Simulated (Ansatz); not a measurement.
# Ta: stiffness from strained cells, part 2 of 2

How stiff is the crystal, and how unevenly? Runs: cell and atoms relaxed (PAW); reference run (PAW).

Ansatz 0.2.0; DFT PBEsol. Earlier steps stand in the parts before.

## (3) Reference run, PAW

The input, input.yaml:

```yaml
crystal:
  lattice:
    - [-1.64111133546, 1.64111133546, 1.64111133546]
    - [1.64111133546, -1.64111133546, 1.64111133546]
    - [1.64111133546, 1.64111133546, -1.64111133546]
  atoms:
    - { symbol: Ta, position: [0.0, 0.0, 0.0] }
kpoints:
  mp_grid: { grid: [24, 24, 24] }
scf:
  occupations: { method: fermi_dirac, width: 0.1 }
hamiltonian:
  xc: pbesol
  pseudopotentials: { kind: paw }
elastic:
  mode: relaxed_ion
  stencil: two_point
  amplitude: 0.008
```

Command:

```console
$ ansatz run input.yaml --threads 1 --pin off --max-ram 2048MiB --backend cpu --events-out ev --progress --plain --runs-dir out
```

Standard output:

```text
Engine: ansatz 0.2.0
Pseudopotentials: kind: paw
Pseudopotential: Ta, paw, valence charge 13, recommended cutoff 420 eV (normal), Ta.paw.azcp
Functional definition: PBEsol
  exchange = pbesol_x
  correlation = pbesol_c
Crystal: 1 atoms, lattice volume = 17.680 Å³
Basis set: ecut = 420 eV, 369 PW (Γ), exchange–correlation on 40×40×40 points (8 copies of the dense FFT grid, shifted against one another)
Bands: 11, of which v1, the nominal top of the filled ones, is band 7 counted from 1 (6 counted from 0)
Symmetry: 48 space group operations
Space group: Im-3m (ITA 229), of the structure as read, at distance tolerance 2.6e-5 Å
k-points: 413 of 13824
Non-local potential: Ta, projectors of the file, l = 0: 3, l = 1: 2, l = 2: 2, l = 3: 1
PAW form: soft (Blöchl's): semilocal exchange-correlation on the pseudo side does not see the compensation charge
PAW frozen core: Ta, regenerated for the run's functional, and the local potential with it (the file was generated under x = pbe(κ = 0.804, μ = 0.2195149727645171), c = pbe(β = 0.06672455060314922))
PAW one-centre angular grid: Ta, 590 points (default); XC on 64 Gauss nodes
Initial density: superposition of atomic densities (neutral atoms: chi_scale 0, normalization atom), corrected by the library's trained network
Initial wavefunctions: pseudopotential atomic-orbital guess
Functional: x = pbesol(κ = 0.804, μ = 0.12345679012345678), c = pbesol(β = 0.046)
SCF iter   1: F=—  HF=-9806.520586 eV  |F-HF|=—  |Δ(HF+E_count)|=         —  Δρ=2.22e-3  dr2=2.33e-4  ethr=1.77e-3  ⟨swp⟩=5.2  Hψ=25504  notcnv=0
preconditioner: auto → none  [metal: Δε(μ)=0.005 eV  Ē_g=8.483 eV  σ=0.100 eV  W_gap=0.01  n_scr=0 (ndim 8)  ℏωp=19.7 eV  f_vac=0.000  D(μ)=1.28/eV (n_scr^D=12)]
SCF iter   2: F=—  HF=-9806.520375 eV  |F-HF|=—  |Δ(HF+E_count)|=   2.11e-4  Δρ=1.03e-3  dr2=4.56e-5  ethr=1.79e-6  ⟨swp⟩=2.1  Hψ=9922  notcnv=0
SCF iter   3: F=—  HF=-9806.520414 eV  |F-HF|=—  |Δ(HF+E_count)|=   3.87e-5  Δρ=1.45e-4  dr2=1.08e-6  ethr=3.50e-7  ⟨swp⟩=1.1  Hψ=4585  notcnv=0
SCF iter   4: F=—  HF=-9806.520413 eV  |F-HF|=—  |Δ(HF+E_count)|=   8.09e-7  Δρ=3.04e-5  dr2=5.78e-8  ethr=8.28e-9  ⟨swp⟩=2.8  Hψ=7316  notcnv=0
SCF iter   5: F=—  HF=-9806.520413 eV  |F-HF|=—  |Δ(HF+E_count)|=   1.89e-8  Δρ=1.44e-5  dr2=9.29e-9  ethr=4.44e-10  ⟨swp⟩=2.0  Hψ=5216  notcnv=0
SCF iter   6: F=—  HF=-9806.520413 eV  |F-HF|=—  |Δ(HF+E_count)|=   3.44e-9  Δρ=3.11e-6  dr2=5.84e-10  ethr=7.15e-11  ⟨swp⟩=3.0  Hψ=6963  notcnv=0
SCF iter   7: F=—  HF=-9806.520413 eV  |F-HF|=—  |Δ(HF+E_count)|=  1.96e-10  Δρ=1.01e-6  dr2=5.09e-11  ethr=4.50e-12  ⟨swp⟩=1.7  Hψ=5213  notcnv=0
SCF iter   8: F=—  HF=-9806.520413 eV  |F-HF|=—  |Δ(HF+E_count)|=  1.82e-11  Δρ=9.30e-8  dr2=4.57e-13  ethr=3.91e-13 (applied; sched 1.00e-12)  ⟨swp⟩=2.0  Hψ=6318  notcnv=0
SCF iter   9: F=-9806.520413 eV  HF=-9806.520413 eV  |F-HF|=3.64e-12  |Δ(HF+E_count)|=  3.64e-12  Δρ=5.93e-9  dr2=2.45e-15  ethr=1.00e-12  ⟨swp⟩=4.1  Hψ=13004  notcnv=0
SCF 1 converged in 9 iterations: F = -9806.520413 eV  dr2 = 2.45e-15
Crystal: 1 atoms, lattice volume = 17.538 Å³
Basis set: ecut = 420 eV, 353 PW (Γ), exchange–correlation on 40×40×40 points (8 copies of the dense FFT grid, shifted against one another)
Symmetry: 16 space group operations
k-points: 1063 of 13824
Initial density: handed on by an earlier stage of this run
Initial wavefunctions: those handed on with the density
iter 1 solved again at ethr=3.57e-7 eV; its pass at ethr=3.10e-3 eV (dr2=4.64e-5 eV) is discarded
SCF iter   1: F=—  HF=-9806.519396 eV  |F-HF|=—  |Δ(HF+E_count)|=         —  Δρ=7.10e-4  dr2=4.02e-5  ethr=3.57e-7  ⟨swp⟩=3.0  Hψ=86539  notcnv=0  defer=46
preconditioner: auto → none  [metal: Δε(μ)=0.003 eV  Ē_g=8.549 eV  σ=0.100 eV  W_gap=0.01  n_scr=0 (ndim 8)  ℏωp=19.8 eV  f_vac=0.000  D(μ)=1.27/eV (n_scr^D=12)]
SCF iter   2: F=—  HF=-9806.519396 eV  |F-HF|=—  |Δ(HF+E_count)|=   1.68e-7  Δρ=3.33e-4  dr2=7.61e-6  ethr=3.10e-7  ⟨swp⟩=1.0  Hψ=11640  notcnv=0  defer=46
SCF iter   3: F=—  HF=-9806.519397 eV  |F-HF|=—  |Δ(HF+E_count)|=   8.28e-7  Δρ=3.19e-5  dr2=9.66e-8  ethr=5.85e-8  ⟨swp⟩=1.0  Hψ=11640  notcnv=0  defer=46
SCF iter   4: F=—  HF=-9806.519396 eV  |F-HF|=—  |Δ(HF+E_count)|=   4.90e-7  Δρ=3.61e-6  dr2=1.16e-9  ethr=7.43e-10  ⟨swp⟩=2.5  Hψ=17933  notcnv=0  defer=46
SCF iter   5: F=—  HF=-9806.519396 eV  |F-HF|=—  |Δ(HF+E_count)|=  4.00e-11  Δρ=8.57e-7  dr2=2.72e-11  ethr=8.94e-12  ⟨swp⟩=2.1  Hψ=17549  notcnv=0  defer=46
SCF iter   6: F=—  HF=-9806.519396 eV  |F-HF|=—  |Δ(HF+E_count)|=  2.91e-11  Δρ=7.24e-8  dr2=7.64e-13  ethr=2.09e-13 (applied; sched 1.00e-12)  ⟨swp⟩=2.5  Hψ=18635  notcnv=0  defer=52
SCF iter   7: F=-9806.519396 eV  HF=-9806.519396 eV  |F-HF|=1.82e-12  |Δ(HF+E_count)|=    0.00e0  Δρ=4.75e-9  dr2=1.76e-15  ethr=1.00e-12  ⟨swp⟩=4.5  Hψ=37232  notcnv=0
SCF 2 converged in 7 iterations: F = -9806.519396 eV  dr2 = 1.76e-15
Crystal: 1 atoms, lattice volume = 17.821 Å³
iter 1 solved again at ethr=1.03e-9 eV; its pass at ethr=3.10e-3 eV (dr2=1.34e-7 eV) is discarded
SCF iter   1: F=—  HF=-9806.519408 eV  |F-HF|=—  |Δ(HF+E_count)|=         —  Δρ=1.53e-4  dr2=1.30e-7  ethr=1.03e-9  ⟨swp⟩=2.1  Hψ=78459  notcnv=0  defer=43
preconditioner: auto → none  [metal: Δε(μ)=0.004 eV  Ē_g=8.413 eV  σ=0.100 eV  W_gap=0.01  n_scr=0 (ndim 8)  ℏωp=19.7 eV  f_vac=0.000  D(μ)=1.29/eV (n_scr^D=12)]
SCF iter   2: F=—  HF=-9806.519410 eV  |F-HF|=—  |Δ(HF+E_count)|=   1.47e-6  Δρ=7.62e-5  dr2=2.97e-8  ethr=1.00e-9  ⟨swp⟩=1.0  Hψ=11640  notcnv=0  defer=43
SCF iter   3: F=—  HF=-9806.519410 eV  |F-HF|=—  |Δ(HF+E_count)|=   4.56e-8  Δρ=2.36e-6  dr2=1.04e-10  ethr=2.29e-10  ⟨swp⟩=1.0  Hψ=11640  notcnv=0  defer=43
SCF iter   4: F=—  HF=-9806.519410 eV  |F-HF|=—  |Δ(HF+E_count)|=  1.27e-11  Δρ=3.32e-7  dr2=2.50e-12  ethr=7.98e-13 (applied; sched 1.00e-12)  ⟨swp⟩=2.1  Hψ=17662  notcnv=0  defer=47
SCF iter   5: F=-9806.519410 eV  HF=-9806.519410 eV  |F-HF|=1.82e-12  |Δ(HF+E_count)|=  5.46e-12  Δρ=4.33e-8  dr2=4.06e-14  ethr=1.00e-12  ⟨swp⟩=4.9  Hψ=39074  notcnv=0
SCF 3 converged in 5 iterations: F = -9806.519410 eV  dr2 = 4.06e-14
Crystal: 1 atoms, lattice volume = 17.679 Å³
Basis set: ecut = 420 eV, 361 PW (Γ), exchange–correlation on 40×40×40 points (8 copies of the dense FFT grid, shifted against one another)
Symmetry: 8 space group operations
k-points: 1963 of 13824
iter 1 solved again at ethr=5.95e-7 eV; its pass at ethr=3.10e-3 eV (dr2=7.73e-5 eV) is discarded
SCF iter   1: F=—  HF=-9806.520197 eV  |F-HF|=—  |Δ(HF+E_count)|=         —  Δρ=1.02e-3  dr2=1.43e-4  ethr=5.95e-7  ⟨swp⟩=2.0  Hψ=148479  notcnv=0  defer=74
eigensolver tolerance schedule calibrated: the retry pair's looser diagonalisation under-reported the residual by θ = 0.46 (0.12/decade); ethr = c·dr2/N_el runs at the constant in force after the calibration composes with the one it found (an armed cap, an earlier calibration), c = 6.5e-2
preconditioner: auto → none  [metal: Δε(μ)=0.000 eV  Ē_g=8.483 eV  σ=0.100 eV  W_gap=0.00  n_scr=0 (ndim 8)  ℏωp=19.7 eV  f_vac=0.000  D(μ)=1.28/eV (n_scr^D=12)]
SCF iter   2: F=—  HF=-9806.520149 eV  |F-HF|=—  |Δ(HF+E_count)|=   4.80e-5  Δρ=3.27e-4  dr2=8.93e-6  ethr=5.95e-7  ⟨swp⟩=2.6  Hψ=33143  notcnv=0  defer=74
SCF iter   3: F=—  HF=-9806.520148 eV  |F-HF|=—  |Δ(HF+E_count)|=   1.15e-6  Δρ=8.03e-5  dr2=3.40e-7  ethr=4.49e-8  ⟨swp⟩=2.0  Hψ=26163  notcnv=0  defer=74
SCF iter   4: F=—  HF=-9806.520148 eV  |F-HF|=—  |Δ(HF+E_count)|=   1.90e-7  Δρ=1.72e-6  dr2=4.13e-10  ethr=1.71e-9  ⟨swp⟩=1.0  Hψ=21600  notcnv=0  defer=74
SCF iter   5: F=—  HF=-9806.520148 eV  |F-HF|=—  |Δ(HF+E_count)|=  1.80e-10  Δρ=3.53e-7  dr2=1.09e-11  ethr=2.08e-12  ⟨swp⟩=2.0  Hψ=34782  notcnv=0  defer=74
SCF iter   6: F=—  HF=-9806.520148 eV  |F-HF|=—  |Δ(HF+E_count)|=  1.82e-12  Δρ=1.18e-7  dr2=4.27e-13  ethr=5.49e-14 (applied; sched 1.00e-12)  ⟨swp⟩=2.1  Hψ=32515  notcnv=0  defer=83
SCF iter   7: F=-9806.520148 eV  HF=-9806.520148 eV  |F-HF|=3.64e-12  |Δ(HF+E_count)|=  3.64e-12  Δρ=8.52e-9  dr2=3.57e-15  ethr=1.00e-12  ⟨swp⟩=4.0  Hψ=60654  notcnv=0
SCF 4 converged in 7 iterations: F = -9806.520148 eV  dr2 = 3.57e-15
iter 1 solved again at ethr=9.60e-10 eV; its pass at ethr=3.10e-3 eV (dr2=1.25e-7 eV) is discarded
SCF iter   1: F=—  HF=-9806.520146 eV  |F-HF|=—  |Δ(HF+E_count)|=         —  Δρ=9.32e-5  dr2=1.27e-7  ethr=9.60e-10  ⟨swp⟩=2.1  Hψ=143468  notcnv=0  defer=59
preconditioner: auto → none  [metal: Δε(μ)=0.001 eV  Ē_g=8.482 eV  σ=0.100 eV  W_gap=0.00  n_scr=0 (ndim 8)  ℏωp=19.7 eV  f_vac=0.000  D(μ)=1.28/eV (n_scr^D=12)]
SCF iter   2: F=—  HF=-9806.520148 eV  |F-HF|=—  |Δ(HF+E_count)|=   1.36e-6  Δρ=4.60e-5  dr2=2.13e-8  ethr=9.60e-10  ⟨swp⟩=1.0  Hψ=21510  notcnv=0  defer=59
SCF iter   3: F=—  HF=-9806.520148 eV  |F-HF|=—  |Δ(HF+E_count)|=   8.09e-9  Δρ=6.17e-6  dr2=5.91e-10  ethr=1.64e-10  ⟨swp⟩=1.0  Hψ=21510  notcnv=0  defer=59
SCF iter   4: F=—  HF=-9806.520148 eV  |F-HF|=—  |Δ(HF+E_count)|=  2.44e-10  Δρ=7.53e-7  dr2=5.02e-12  ethr=4.54e-12  ⟨swp⟩=2.1  Hψ=31113  notcnv=0  defer=59
SCF iter   5: F=—  HF=-9806.520148 eV  |F-HF|=—  |Δ(HF+E_count)|=  3.64e-12  Δρ=8.24e-8  dr2=1.81e-13  ethr=3.86e-14 (applied; sched 1.00e-12)  ⟨swp⟩=2.3  Hψ=27586  notcnv=0  defer=83
SCF iter   6: F=-9806.520148 eV  HF=-9806.520148 eV  |F-HF|=7.28e-12  |Δ(HF+E_count)|=    0.00e0  Δρ=3.60e-9  dr2=1.07e-15  ethr=1.00e-12  ⟨swp⟩=4.0  Hψ=60751  notcnv=0
SCF 5 converged in 6 iterations: F = -9806.520148 eV  dr2 = 1.07e-15
SCF converged after 9 iterations
Free energy (F): -9806.520413 eV
Harris-Foulkes:  -9806.520413 eV  (|F-HF|=3.64e-12)
Internal energy: -9806.477988 eV  (E = F + TS)
E sigma→0 (E₀):  -9806.499200 eV
Entropy (-TS):   -0.042425 eV (-42.425 meV/atom)
Fermi energy:    18.873379 eV
--- Per-component energies (eV) ---
  E_band       = -99.910277
  E_kinetic    = 366.727583
  E_local      = -539.460696  (includes V_loc(G=0)·N_el)
  E_nonlocal   = 17.779237
  E_hartree    = 187.211157
  E_xc         = -217.153319
  E_vxc        = -204.034407  (∫ρ·V_xc dr)
  E_paw        = -8272.676346  (= ΣΔE_a)
  E_vpaw       = -115.344447  (= ΣTr[D̂ρ^β])
  E_aug_tail   = 0.000138  (compensation charges beyond the density's cutoff)
  E_ewald      = -1349.119388
  E_core_change = 0.213646  (= ΣΔE_core)
  E_smearing   = -0.042425  (= −TS)
  E_closure    = 0.000000  (closes the sum)
  Σ components = -9806.520413   (vs F -9806.520413, Δ=0.00e0)
--- Forces (eV/Å), atoms counted from 1 ---
  atom   1  Ta    -0.00000000    -0.00000000     0.00000000
  max |Σ_I F_I| component: 4.11e-33 eV/Å
--- Stress (GPa, compression-positive) ---
       -0.011504      -0.000000      -0.000000
       -0.000000      -0.011504      -0.000000
       -0.000000      -0.000000      -0.011504
  P = ⅓ Tr σ = -0.0115 GPa (-0.115 kbar)
--- Band table (eV; the first three rows and the last of 413) ---
  k-point 0: bands = ["-48.1268", "-14.0436", "-14.0436", "-14.0436", "10.8875", "19.5873", "19.5873", "19.5873", "22.9234", "22.9234", "33.5775"]
  k-point 1: bands = ["-48.1246", "-14.0670", "-14.0507", "-14.0437", "10.9672", "19.5346", "19.5737", "19.6657", "22.8328", "22.9232", "33.6515"]
  k-point 2: bands = ["-48.1184", "-14.1351", "-14.0717", "-14.0441", "11.2018", "19.3840", "19.5217", "19.8994", "22.6103", "22.9250", "33.8555"]
  k-point 412: bands = ["-47.9067", "-14.9172", "-14.9172", "-14.9172", "14.9422", "14.9422", "25.8655", "25.8655", "25.8655", "27.6459", "27.6459"]
--- Elastic constants: 2 strain directions × 2 members + reference (group order 48) ---
  dense FFT box of the reference and of every strained cell: 20×20×20
  strains applied: 11, 23; error gains: componentwise 1.00 (the most a stress slope's error grows in a printed constant), spectral 1.73 (1 for all six strains in a standard setting)
  C = ∂σ_k/∂η_j (tension-positive GPa; Voigt order 11 22 33 23 13 12):
       286.051    167.538    167.538      0.000      0.000      0.000
       167.538    286.051    167.538      0.000      0.000      0.000
       167.538    167.538    286.051      0.000      0.000      0.000
        -0.000     -0.000      0.000     75.287     -0.000     -0.000
         0.000     -0.000     -0.000      0.000     75.287      0.000
        -0.000      0.000      0.000     -0.000     -0.000     75.287
  reference stress σ⁰ (GPa):      0.012      0.012      0.012      0.000      0.000      0.000
  C* (energy form; C + prestress term) asymmetry max|C*_kj − C*_jk| = 5.684e-14 GPa — a small one proves nothing (zero by symmetry where the batch's group is 432, −43m or m−3m); a large one is finite-difference/SCF noise where every solve meets its electron count
  moduli (Voigt/Reuss/Hill, GPa): K = 207.04/207.04/207.04   G = 68.87/67.94/68.41   E = 184.86   ν = 0.351
  mechanically stable: yes (min eigenvalue of sym C = 75.29 GPa)
  strain η (Voigt 11):  stress-route row diagonal C_11 = 286.05 GPa, energy-path curvature d²(F+E_count+ΔE)/dδ²/Ω₀ = 286.04 GPa
         δ    σ_11 (GPa)             F (eV)   n_scf  n_hpsi   n_pw
    -8.000e-3      -2.3327       -9806.5193963       7  213986    370   relax 0 steps, max|allowed force component| 0.00e0 eV/Å
     8.000e-3       2.2441       -9806.5194097       5  171303    370   relax 0 steps, max|allowed force component| 0.00e0 eV/Å
  strain η (Voigt 23):  stress-route row diagonal C_44 = 75.29 GPa, energy-path curvature d²(F+E_count+ΔE)/dδ²/Ω₀ = 75.30 GPa
         δ    σ_23 (GPa)             F (eV)   n_scf  n_hpsi   n_pw
    -8.000e-3      -0.6023       -9806.5201477       7  380988    370   relax 0 steps, max|allowed force component| 0.00e0 eV/Å
     8.000e-3       0.6023       -9806.5201477       6  329612    370   relax 0 steps, max|allowed force component| 0.00e0 eV/Å
```

Run time: 79 s. Hardware: 1 thread of Arm Neoverse V1, shared host; peak memory 0.67 GiB.

C in GPa (Voigt order xx, yy, zz, yz, xz, xy):

```
286.1 167.5 167.5   0.0   0.0   0.0
167.5 286.1 167.5   0.0   0.0   0.0
167.5 167.5 286.1   0.0   0.0   0.0
  0.0   0.0   0.0  75.3   0.0   0.0
  0.0   0.0   0.0   0.0  75.3   0.0
  0.0   0.0   0.0   0.0   0.0  75.3
```

## (4) All runs together

```
              run    C11    C12   C44      K     G      E  Poisson ratio
ions relaxed, PAW  286.1  167.5  75.3  207.0  68.4  184.9          0.351
```

Constants and moduli in GPa; K, G and E are Hill averages.

## (5) Outcome

The summary covers parts 1 to 2.

| quantity | value |
| --- | --- |
| C11 (PAW) | 286 GPa |
| C12 (PAW) | 168 GPa |
| C44 (PAW) | 75 GPa |
| bulk, shear and Young's modulus | 207, 68, 185 GPa |
| Debye temperature from sound speeds | 258 K |
| universal anisotropy index | 0.07 |

In words: All eigenvalues are positive, so the crystal is mechanically stable; by PAW K = 207 and G = 68 GPa, K/G = 3.03, on the ductile side of Pugh's rough line at 1.75, which was drawn for metals. Young's modulus runs from 162 to 201 GPa with direction. A measured bulk modulus of Ta is 194 GPa (quoted in “Refinement of the equation of state of tantalum”, 2004, arxiv:cond-mat/0403080); the calculated 207 GPa misses it by +6.7 %. The calculation is for a static lattice at 0 K; heat and zero-point motion mostly soften a crystal. Cautions: frozen-core PAW files fitted under PBE, their cores solved anew for the functional of the run; responses of metals move with mesh and smearing; no spin-orbit coupling on heavy atoms; C44 of V, Nb and Ta is known to come out low.
